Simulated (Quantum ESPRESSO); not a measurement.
# Cu (I4/mmm) in Quantum ESPRESSO: notebook, part 2 of 2

Quantum ESPRESSO 7.5.

### Step 3. Phonons and electron-phonon coupling, PBE

Contents of pw.in:

```
&CONTROL
  calculation = 'scf'
  prefix = 'pwscf'
  outdir = './tmp'
  pseudo_dir = './pseudo'
  tprnfor = .true.
  tstress = .true.
  disk_io = 'low'
/
&SYSTEM
  ibrav = 0
  celldm(1) = 8
  nat = 1
  ntyp = 1
  ecutwfc = 92
  nbnd = 16
  occupations = 'smearing'
  smearing = 'mp'
  degauss = 0.01999163
/
&ELECTRONS
  conv_thr = 2d-10
  electron_maxstep = 120
  mixing_beta = 0.5
/
ATOMIC_SPECIES
Cu    63.5460 Cu.upf
CELL_PARAMETERS alat
 -0.3408105286549   0.3408105286549   0.3250521332097
  0.3408105286549  -0.3408105286549   0.3250521332097
  0.3408105286549   0.3408105286549  -0.3250521332097
ATOMIC_POSITIONS crystal
Cu     0.0000000000    0.0000000000    0.0000000000
K_POINTS automatic
9 9 9 0 0 0
```

Contents of relax.in:

```
&CONTROL
  calculation = 'vc-relax'
  prefix = 'pwscf'
  outdir = './tmp'
  pseudo_dir = './pseudo'
  tprnfor = .true.
  tstress = .true.
  disk_io = 'low'
  nstep = 40
  forc_conv_thr = 0.0001
  etot_conv_thr = 1d-06
/
&SYSTEM
  ibrav = 0
  celldm(1) = 8
  nat = 1
  ntyp = 1
  ecutwfc = 92
  nbnd = 16
  occupations = 'smearing'
  smearing = 'mp'
  degauss = 0.01999163
/
&ELECTRONS
  conv_thr = 2d-10
  electron_maxstep = 120
  mixing_beta = 0.5
/
&IONS
  ion_dynamics = 'bfgs'
/
&CELL
  cell_dynamics = 'bfgs'
  press = 0
  press_conv_thr = 0.2
/
ATOMIC_SPECIES
Cu    63.5460 Cu.upf
CELL_PARAMETERS alat
 -0.3408105286549   0.3408105286549   0.3250521332097
  0.3408105286549  -0.3408105286549   0.3250521332097
  0.3408105286549   0.3408105286549  -0.3250521332097
ATOMIC_POSITIONS crystal
Cu     0.0000000000    0.0000000000    0.0000000000
K_POINTS automatic
9 9 9 0 0 0
```

Contents of scf2.in:

```
&CONTROL
  calculation = 'scf'
  prefix = 'pwscf'
  outdir = './tmp'
  pseudo_dir = './pseudo'
  tprnfor = .true.
  tstress = .true.
  disk_io = 'low'
/
&SYSTEM
  ibrav = 0
  celldm(1) = 8
  nat = 1
  ntyp = 1
  ecutwfc = 92
  nbnd = 16
  occupations = 'smearing'
  smearing = 'mp'
  degauss = 0.01999163
/
&ELECTRONS
  conv_thr = 1d-13
  electron_maxstep = 120
  mixing_beta = 0.5
  startingpot = 'file'
  startingwfc = 'file'
/
ATOMIC_SPECIES
Cu    63.5460 Cu.upf
CELL_PARAMETERS alat
 -0.3549779462195   0.3549779462195   0.3135565276268
  0.3549779462195  -0.3549779462195   0.3135565276268
  0.3549779462195   0.3549779462195  -0.3135565276268
ATOMIC_POSITIONS crystal
Cu     0.0000000000    0.0000000000    0.0000000000
K_POINTS automatic
9 9 9 0 0 0
```

Contents of dense.in:

```
&CONTROL
  calculation = 'scf'
  prefix = 'pwscf'
  outdir = './tmp'
  pseudo_dir = './pseudo'
  tprnfor = .true.
  tstress = .true.
  disk_io = 'low'
/
&SYSTEM
  ibrav = 0
  celldm(1) = 8
  nat = 1
  ntyp = 1
  ecutwfc = 92
  nbnd = 16
  occupations = 'smearing'
  smearing = 'mp'
  degauss = 0.01999163
  la2F = .true.
/
&ELECTRONS
  conv_thr = 1d-12
  electron_maxstep = 120
  mixing_beta = 0.5
  startingpot = 'file'
/
ATOMIC_SPECIES
Cu    63.5460 Cu.upf
CELL_PARAMETERS alat
 -0.3549779462195   0.3549779462195   0.3135565276268
  0.3549779462195  -0.3549779462195   0.3135565276268
  0.3549779462195   0.3549779462195  -0.3135565276268
ATOMIC_POSITIONS crystal
Cu     0.0000000000    0.0000000000    0.0000000000
K_POINTS automatic
27 27 27 0 0 0
```

Contents of scf3.in:

```
&CONTROL
  calculation = 'scf'
  prefix = 'pwscf'
  outdir = './tmp'
  pseudo_dir = './pseudo'
  tprnfor = .true.
  tstress = .true.
  disk_io = 'low'
/
&SYSTEM
  ibrav = 0
  celldm(1) = 8
  nat = 1
  ntyp = 1
  ecutwfc = 92
  nbnd = 16
  occupations = 'smearing'
  smearing = 'mp'
  degauss = 0.01999163
/
&ELECTRONS
  conv_thr = 1d-12
  electron_maxstep = 120
  mixing_beta = 0.5
  startingpot = 'file'
/
ATOMIC_SPECIES
Cu    63.5460 Cu.upf
CELL_PARAMETERS alat
 -0.3549779462195   0.3549779462195   0.3135565276268
  0.3549779462195  -0.3549779462195   0.3135565276268
  0.3549779462195   0.3549779462195  -0.3135565276268
ATOMIC_POSITIONS crystal
Cu     0.0000000000    0.0000000000    0.0000000000
K_POINTS automatic
9 9 9 0 0 0
```

Contents of ph.in:

```
phonon_bands of Cu
&INPUTPH
  prefix = 'pwscf'
  outdir = './tmp'
  tr2_ph = 1d-18
  fildyn = 'dyn'
  niter_ph = 90
  alpha_mix(1) = 0.4
  ldisp = .true.
  nq1 = 3
  nq2 = 3
  nq3 = 3
  electron_phonon = 'interpolated'
  el_ph_sigma = 0.005
  el_ph_nsigma = 10
  fildvscf = 'dvscf'
/
```

Contents of q2r.in:

```
&INPUT
  fildyn = 'dyn'
  zasr = 'crystal'
  flfrc = 'fc'
  la2F = .true.
/
```

Contents of matdyn.in:

```
&INPUT
  asr = 'crystal'
  flfrc = 'fc'
  flfrq = 'freq'
  q_in_cryst_coord = .true.
  flvec = ' '
/
80
 0.0000000000  0.0000000000  0.0000000000
 0.0000000000  0.0000000000  0.0625000000
 0.0000000000  0.0000000000  0.1250000000
 0.0000000000  0.0000000000  0.1875000000
 0.0000000000  0.0000000000  0.2500000000
 0.0000000000  0.0000000000  0.3125000000
 0.0000000000  0.0000000000  0.3750000000
 0.0000000000  0.0000000000  0.4375000000
 0.0000000000  0.0000000000  0.5000000000
-0.0625000000  0.0625000000  0.5000000000
-0.1250000000  0.1250000000  0.5000000000
-0.1875000000  0.1875000000  0.5000000000
-0.2500000000  0.2500000000  0.5000000000
-0.3125000000  0.3125000000  0.5000000000
-0.3750000000  0.3750000000  0.5000000000
-0.4375000000  0.4375000000  0.5000000000
-0.5000000000  0.5000000000  0.5000000000
-0.4615384615  0.4615384615  0.4615384615
-0.4230769231  0.4230769231  0.4230769231
-0.3846153846  0.3846153846  0.3846153846
-0.3461538462  0.3461538462  0.3461538462
-0.3076923077  0.3076923077  0.3076923077
-0.2692307692  0.2692307692  0.2692307692
-0.2307692308  0.2307692308  0.2307692308
-0.1923076923  0.1923076923  0.1923076923
-0.1538461538  0.1538461538  0.1538461538
-0.1153846154  0.1153846154  0.1153846154
-0.0769230769  0.0769230769  0.0769230769
-0.0384615385  0.0384615385  0.0384615385
 0.0000000000  0.0000000000  0.0000000000
 0.0342354101  0.0342354101 -0.0342354101
 0.0684708201  0.0684708201 -0.0684708201
 0.1027062302  0.1027062302 -0.1027062302
 0.1369416403  0.1369416403 -0.1369416403
 0.1711770503  0.1711770503 -0.1711770503
 0.2054124604  0.2054124604 -0.2054124604
 0.2396478705  0.2396478705 -0.2396478705
 0.2738832805  0.2738832805 -0.2738832805
 0.3081186906  0.3081186906 -0.3081186906
 0.3423541007  0.3423541007 -0.3423541007
 0.3765895108  0.3765895108 -0.3765895108
 0.4108249208  0.4108249208 -0.4108249208
 0.4450603309  0.4450603309 -0.4450603309
 0.4273275735  0.4273275735 -0.3818730281
 0.4095948162  0.4095948162 -0.3186857253
 0.3918620588  0.3918620588 -0.2554984225
 0.3741293015  0.3741293015 -0.1923111197
 0.3563965441  0.3563965441 -0.1291238168
 0.3386637868  0.3386637868 -0.0659365140
 0.3209310294  0.3209310294 -0.0027492112
 0.3031982721  0.3031982721  0.0604380916
 0.2854655147  0.2854655147  0.1236253944
 0.2677327574  0.2677327574  0.1868126972
 0.2500000000  0.2500000000  0.2500000000
 0.2083333333  0.2916666667  0.2083333333
 0.1666666667  0.3333333333  0.1666666667
 0.1250000000  0.3750000000  0.1250000000
 0.0833333333  0.4166666667  0.0833333333
 0.0416666667  0.4583333333  0.0416666667
 0.0000000000  0.5000000000  0.0000000000
-0.0494511479  0.5061044077  0.0494511479
-0.0989022958  0.5122088154  0.0989022958
-0.1483534436  0.5183132230  0.1483534436
-0.1978045915  0.5244176307  0.1978045915
-0.2472557394  0.5305220384  0.2472557394
-0.2967068873  0.5366264461  0.2967068873
-0.3461580351  0.5427308538  0.3461580351
-0.3956091830  0.5488352614  0.3956091830
-0.4450603309  0.5549396691  0.4450603309
-0.5000000000  0.5000000000  0.5000000000
 0.0000000000  0.0000000000  0.5000000000
 0.0277777778  0.0277777778  0.4722222222
 0.0555555556  0.0555555556  0.4444444444
 0.0833333333  0.0833333333  0.4166666667
 0.1111111111  0.1111111111  0.3888888889
 0.1388888889  0.1388888889  0.3611111111
 0.1666666667  0.1666666667  0.3333333333
 0.1944444444  0.1944444444  0.3055555556
 0.2222222222  0.2222222222  0.2777777778
 0.2500000000  0.2500000000  0.2500000000
```

Contents of matdyn_dos.in:

```
&INPUT
  asr = 'crystal'
  flfrc = 'fc'
  dos = .true.
  fldos = 'phdos'
  nk1 = 13
  nk2 = 13
  nk3 = 13
  deltaE = 1
  flvec = ' '
  flfrq = ' '
/
```

Contents of matdyn_a2f.in:

```
&INPUT
  asr = 'crystal'
  flfrc = 'fc'
  la2F = .true.
  dos = .true.
  fldos = 'dos2'
  nk1 = 11
  nk2 = 11
  nk3 = 11
  ndos = 60
  el_ph_nsigma = 10
  flfrq = 'dosfreq2'
  flvec = ' '
/
```

Contents of matdyn_mesh.in:

```
&INPUT
  asr = 'crystal'
  flfrc = 'fc'
  flfrq = 'mesh'
  q_in_cryst_coord = .true.
  flvec = ' '
/
1000
 0.05000000  0.05000000  0.05000000
 0.05000000  0.05000000  0.15000000
 0.05000000  0.05000000  0.25000000
[... 997 further points of the even 10 x 10 x 10 mesh, shifted by half a step ...]
```

Potentials or basis: Ansatz NC SR PBE.

On the command line:

```console
> OMP_NUM_THREADS=1 mpirun -n 4 pw.x -nk 4 -in pw.in > pw.out
> OMP_NUM_THREADS=1 mpirun -n 4 pw.x -nk 4 -in relax.in > relax.out
> OMP_NUM_THREADS=1 mpirun -n 4 pw.x -nk 4 -in scf2.in > scf2.out
> OMP_NUM_THREADS=1 mpirun -n 4 pw.x -nk 4 -in dense.in > dense.out
> OMP_NUM_THREADS=1 mpirun -n 4 pw.x -nk 4 -in scf3.in > scf3.out
> OMP_NUM_THREADS=1 mpirun -n 4 ph.x -nk 4 -in ph.in > ph.out
> OMP_NUM_THREADS=1 mpirun -n 1 q2r.x -in q2r.in > q2r.out
> OMP_NUM_THREADS=1 mpirun -n 1 matdyn.x -in matdyn.in > matdyn.out
> OMP_NUM_THREADS=1 mpirun -n 1 matdyn.x -in matdyn_dos.in > matdyn_dos.out
> OMP_NUM_THREADS=1 mpirun -n 1 matdyn.x -in matdyn_a2f.in > matdyn_a2f.out
> OMP_NUM_THREADS=1 mpirun -n 1 matdyn.x -in matdyn_mesh.in > matdyn_mesh.out
```

pw.out:

```text
[... set-up lines left out ...]
     Self-consistent Calculation

     iteration #  1     ecut=    92.00 Ry     beta= 0.50
     Davidson diagonalization with overlap
     ethr =  1.00E-02,  avg # of iterations =  4.4

     total energy              =    -379.42454550 Ry
     estimated scf accuracy    <       0.24570700 Ry
[... 57 lines left out ...]
     iteration # 10     ecut=    92.00 Ry     beta= 0.50
     Davidson diagonalization with overlap
     ethr =  1.38E-11,  avg # of iterations =  2.0

     End of self-consistent calculation

          k = 0.0000 0.0000 0.0000 (  1147 PWs)   bands (ev):

   -94.6053 -51.9270 -51.9069 -51.9069   8.3849  14.7519  14.9419  14.9419
    15.8277  16.0566  42.9017  42.9017  44.1572  46.8901  46.9278  46.9279
[... 268 lines left out ...]
   -94.5866 -52.0000 -51.9672 -51.9545  14.0678  14.0760  14.2687  16.0499
    16.1192  22.0659  25.7549  26.0735  26.6132  53.7455  54.5156  56.1133

          k =-0.0000 0.0000 0.6837 (  1148 PWs)   bands (ev):

   -94.5907 -51.9857 -51.9457 -51.9457  12.0085  14.9585  15.0149  15.0149
    15.5126  16.6317  34.0052  34.0052  34.9209  36.3135  48.6681  48.6682

          k =-0.0000-0.1630 0.8546 (  1152 PWs)   bands (ev):
[... 81 lines left out ...]
   -94.5776 -52.0089 -52.0009 -51.9802  13.4980  13.6143  15.8446  15.9468
    16.4953  21.5221  25.3982  29.3231  33.6779  34.9215  38.9395  53.0855

          k =-0.0000 0.0000 1.3673 (  1164 PWs)   bands (ev):

   -94.5743 -52.0136 -52.0019 -52.0019  13.3205  13.3413  16.3672  16.3672
    16.5289  25.5711  26.1524  26.1524  31.5212  32.5355  36.7435  56.3860

          k = 0.0000 1.3041 0.0000 (  1166 PWs)   bands (ev):

   -94.5744 -52.0108 -52.0037 -52.0020  13.2939  13.3377  16.4058  16.4377
    16.4747  24.0244  26.1157  27.9349  31.7995  33.1951  35.4621  56.6844

     the Fermi energy is    17.9819 ev

!    total energy              =    -379.51798701 Ry
     estimated scf accuracy    <          6.7E-12 Ry
     smearing contrib. (-TS)   =      -0.00014177 Ry
     internal energy E=F+TS    =    -379.51784524 Ry

     The total energy is F=E-TS. E is the sum of the following terms:
     one-electron contribution =    -199.69271076 Ry
     hartree contribution      =     111.62640318 Ry
     xc contribution           =     -46.70585506 Ry
     ewald contribution        =    -244.74568261 Ry

     convergence has been achieved in  10 iterations

     Forces acting on atoms (cartesian axes, Ry/au):

     atom    1 type  1   force =     0.00000000    0.00000000    0.00000000

     Total force =     0.000000     Total SCF correction =     0.000000

     Computing stress (Cartesian axis) and pressure

          total   stress  (Ry/bohr**3)                   (kbar)     P=       76.08
   0.00057239  -0.00000000  -0.00000000           84.20       -0.00       -0.00
  -0.00000000   0.00057239  -0.00000000           -0.00       84.20       -0.00
  -0.00000000  -0.00000000   0.00040683           -0.00       -0.00       59.85

=------------------------------------------------------------------------------=
   JOB DONE.
=------------------------------------------------------------------------------=
```

scf2.out:

```text
[... set-up lines left out ...]
     Self-consistent Calculation

     iteration #  1     ecut=    92.00 Ry     beta= 0.50
     Davidson diagonalization with overlap
     ethr =  1.00E-05,  avg # of iterations =  1.0

[... 418 lines left out ...]
     Computing stress (Cartesian axis) and pressure

          total   stress  (Ry/bohr**3)                   (kbar)     P=        4.97
   0.00004777   0.00000000   0.00000000            7.03        0.00        0.00
   0.00000000   0.00004777   0.00000000            0.00        7.03        0.00
   0.00000000   0.00000000   0.00000573            0.00        0.00        0.84

=------------------------------------------------------------------------------=
   JOB DONE.
=------------------------------------------------------------------------------=
```

Run time: 20 min. Hardware: 4 MPI ranks of Arm Neoverse V2, shared host; peak memory 0.64 GiB.

What came out:

```yaml
Free_energy: -5163.6258 eV
Relaxed_volume: 11.99 Å³/atom
Relaxed_cell: a = 2.506 Å, b = 2.506 Å, c = 2.506 Å, α = 106.30°, β = 106.30°, γ = 116.02°
Space_group_after_relaxing_to_0.05_Å: I4/mmm (No. 139)
Pressure_after_relaxing: 0.5 GPa
Band_gap_on_the_k_mesh: none (metal or under the smearing width)
Highest_phonon_frequency: 250 cm⁻¹
Most_unstable_mode: 65i cm⁻¹
```

Step by step:
```tsv
step	energy change (eV)	largest force (eV/Å)	pressure (GPa)	volume (Å³)
1	0.0000	0.0000	7.61	11.46
2	-0.0127	0.0000	1.27	11.91
3	-0.0136	0.0000	-0.04	12.01
4	-0.0142	0.0000	-0.68	12.07
5	-0.0151	0.0000	-1.05	12.09
6	-0.0163	0.0000	-1.37	12.11
7	-0.0179	0.0000	-1.74	12.14
8	-0.0175	0.0000	-1.72	12.12
9	-0.0183	0.0000	-1.75	12.13
10	-0.0186	0.0000	-1.37	12.10
11	-0.0190	0.0000	-0.51	12.03
12	-0.0191	0.0000	0.01	11.99
13	-0.0191	0.0000	0.00	11.99
```

Final structure:
```yaml
crystal:
  lattice:
    - [-1.50277, 1.50277, 1.32742]
    - [1.50277, -1.50277, 1.32742]
    - [1.50277, 1.50277, -1.32742]
  atoms:
    - { symbol: Cu, position: [0.00000, 0.00000, 0.00000] }
```

Phonon frequencies in cm⁻¹ (negative: imaginary):
| q point | frequencies |
| --- | --- |
| (0.000, 0.000, 0.000) | 0 0 0 |
| (0.000, 0.000, 0.438) | -64 144 241 |
| (-0.375, 0.375, 0.500) | 196 214 233 |
| (-0.308, 0.308, 0.308) | 174 193 196 |
| (-0.038, 0.038, 0.038) | 28 29 30 |
| (0.205, 0.205, -0.205) | 147 147 179 |
| (0.445, 0.445, -0.445) | 203 229 229 |
| (0.321, 0.321, -0.003) | 111 197 215 |
| (0.125, 0.375, 0.125) | 109 161 229 |
| (-0.198, 0.524, 0.198) | 150 192 238 |
| (0.000, 0.000, 0.500) | -65 146 246 |
| (0.194, 0.194, 0.306) | 117 185 189 |

Phonon frequencies at the corners of the path (cm⁻¹, interpolated; i marks imaginary ones):
```csv
point,frequencies
Γ,0 0 0
X,65i 146 246
M,201 232 232
Z,203 229 229
P,156 156 189
N,78 166 250
Z1,203 229 229
```

Phonon states per cell in windows of 20 cm⁻¹ (negative: imaginary):
```csv
from (cm⁻¹),total
-80,0.00
-60,0.01
-40,0.02
-20,0.02
0,0.03
20,0.04
40,0.08
60,0.14
80,0.23
100,0.28
120,0.24
140,0.32
160,0.38
180,0.30
200,0.32
220,0.56
240,0.05
```

Caveat: the k mesh is coarse; the mesh is thin for the phonons of a metal; some modes are imaginary; λ from interpolated matrix elements is rough: modes that symmetry makes equal can differ by tens of percent; the q mesh is small, so phonon branches between its points and thermal values are rough.
